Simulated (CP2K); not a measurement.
HfO2:

```
CELL_PARAMETERS angstrom
5.08032 0.00000 0.00000
0.00000 5.16487 0.00000
0.00000 0.00000 4.89088
ATOMIC_POSITIONS crystal
Hf 0.22259 0.78180 0.27207
Hf 0.72259 0.71820 0.72793
Hf 0.77741 0.21820 0.27207
Hf 0.27741 0.28180 0.72793
O 0.18682 0.16365 0.10453
O 0.68682 0.33635 0.89547
O 0.81318 0.83635 0.10453
O 0.31318 0.66365 0.89547
O 0.00000 0.50000 0.48905
O 0.50000 0.00000 0.51095
O 0.00000 0.00000 0.57562
O 0.50000 0.50000 0.42438
```

The cell comes from a database or a generator and needn't be the stable form of this composition.

Base run:

```yaml
Program: CP2K 2026.2
Functional: LDA
Potentials_or_basis: POTENTIAL_UZH Hf GTH-PBE-q12, O GTH-PBE-q6; DZVP-MOLOPT-PBE-GTH basis
Density_cutoff: 11565 eV
k_mesh: 4 × 4 × 4
Occupations: fermi-dirac, width 0.05 eV
Spin: no spin polarisation
```

Its results: band gap on the k mesh 3.70 eV, direct; pressure -6.5 GPa; largest force 0.133 eV/Å.

Task: After a change of settings the same cell gave: band gap on the k mesh 3.86 eV, direct; pressure 3.9 GPa; largest force 0.211 eV/Å. Which change was it?
A. functional from LDA to WC
B. functional from LDA to PBEsol
C. functional from LDA to BLYP
D. functional from LDA to PBE

Result: D.

PBE binds less tightly than LDA, so the same cell stands under more pressure.

Caveats: spin-orbit coupling is left out, which moves the levels of the heavy elements; the basis of atomic orbitals isn't converged, which shifts pressures, moduli and gaps; the potentials were made for another functional, which shifts forces and pressure (some runs).
